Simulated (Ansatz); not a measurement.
# Tl (fcc): energy against volume

Level of theory: Ansatz, DFT, BLYP, plane waves (420 eV) with PAW, scalar-relativistic. (PAW data from PBE, frozen cores regenerated.)

The cell is scaled uniformly from the relaxed one, with fractional coordinates and shape fixed. Energies are extrapolated to zero smearing, pressures are those at the given smearing. Magnetic state: spin not included.

A Birch-Murnaghan fit gives V₀ = 35.21 Å³/atom, B₀ = 18.5 GPa, B₀′ = 5.3.

Task: What are the energy above the minimum and the pressure at 32.572 Å³/atom?

Result: 13.4 meV/atom and 1.83 GPa as computed.

Task: What are the energy above the minimum and the pressure at 38.237 Å³/atom?

Result: 12.6 meV/atom and -1.14 GPa as computed.

Task: What are the energy above the minimum and the pressure at 39.653 Å³/atom?

Result: 25.2 meV/atom and -1.51 GPa as computed.
